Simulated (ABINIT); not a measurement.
Co:

```
Co
1.0
     2.47200    0.00000    0.00000
    -1.23600    2.14081    0.00000
     0.00000    0.00000    4.02114
Co
2
Direct
  0.66667 0.33333 0.75000
  0.33333 0.66667 0.25000
```

Base run:

| Quantity | Value |
| --- | --- |
| Program | ABINIT 10.8.3 (patched build) |
| Functional | PBEsol |
| Potentials or basis | JTH PAW PBE v2.0 |
| Cutoff | 707 eV |
| k mesh | 10 × 10 × 6 |
| Occupations | fermi-dirac, width 0.05 eV |
| Spin | collinear spin, ferromagnetic start |
| Starting moments | [2.0, 2.0] μB |

Its results: band gap on the k mesh none (metal or under the smearing width); pressure -4.0 GPa; net moment 3.29 μB per cell; site moments Co +1.71 μB.

After a change of settings the same cell gave: band gap on the k mesh none (metal or under the smearing width); pressure -2.7 GPa; net moment 3.48 μB per cell; site moments Co +1.78 μB. Which change was it?
A. k mesh from 10 × 10 × 6 to 7 × 7 × 4
B. functional from PBEsol to PBE; k mesh from 10 × 10 × 6 to 5 × 5 × 3
C. k mesh from 10 × 10 × 6 to 5 × 5 × 3
D. functional from PBEsol to PBE; k mesh from 10 × 10 × 6 to 7 × 7 × 4

C.

Caveats: some runs use coarse meshes; the PAW data sets were made with another functional, which shifts forces and pressure a little.
